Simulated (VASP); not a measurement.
Here is a VASP 6.6.1 calculation.

POSCAR

```
Si
1.0
   -1.6483241605      1.6483241605      1.3377046037
    1.6483241605     -1.6483241605      1.3377046037
    1.6483241605      1.6483241605     -1.3377046037
Si
1
Direct
    0.0000000000      0.0000000000      0.0000000000
```

File INCAR.step1:

```
PREC = Accurate
ENCUT = 400
EDIFF = 1E-8
ISMEAR = 0
SIGMA = 0.05
LREAL = False
LASPH = True
NELM = 100
ALGO = Normal
LWAVE = True
LCHARG = False
GGA = PE
```

The input INCAR.step2:

```
PREC = Accurate
ENCUT = 400
EDIFF = 1E-8
ISMEAR = 0
SIGMA = 0.05
LREAL = False
LASPH = True
NELM = 1
ALGO = EIGENVAL
LWAVE = False
LCHARG = False
GGA = PE
LHFCALC = True
AEXX = 1.0
ALDAC = 0.0
AGGAC = 0.0
ISTART = 1
PRECFOCK = Fast
```

The input INCAR.step3:

```
PREC = Accurate
ENCUT = 400
EDIFF = 1E-8
ISMEAR = 0
SIGMA = 0.05
LREAL = False
LASPH = True
NELM = 1
ALGO = Exact
LWAVE = True
LCHARG = False
GGA = PE
NBANDS = 274
LOPTICS = True
ISTART = 1
```

File INCAR.step4:

```
PREC = Accurate
ENCUT = 400
EDIFF = 1E-8
ISMEAR = 0
SIGMA = 0.05
LREAL = False
LASPH = True
NELM = 100
ALGO = ACFDT
LWAVE = False
LCHARG = False
GGA = PE
NBANDS = 274
ENCUTGW = 200
NOMEGA = 12
ISTART = 1
PRECFOCK = Fast
```

File KPOINTS:

```
regular mesh
0
Gamma
  5 5 5
```

Potentials or basis: VASP PAW PBE potentials, release 64 (Si_GW).

Launch:

```sh
$ cat potpaw_PBE.64/Si_GW/POTCAR > POTCAR
$ cp INCAR.step1 INCAR
$ mpirun -np 1 vasp_std > vasp.out
$ cp INCAR.step2 INCAR
$ mpirun -np 1 vasp_std > vasp.out
$ cp INCAR.step3 INCAR
$ mpirun -np 1 vasp_std > vasp.out
$ cp INCAR.step4 INCAR
$ mpirun -np 1 vasp_std > vasp.out
```

What does it give for the RPA correlation energy?

-7.256 eV/atom.

What does it give for the RPA total energy per cell?

-14.764 eV.

Estimate the band gap on the k mesh, mean-field level.

none (metal or under the smearing width).

Caveat: the k mesh is coarse (spacing up to 0.60 Å⁻¹), so the values aren't converged; the ground state has no gap, which makes the many-body step unreliable.
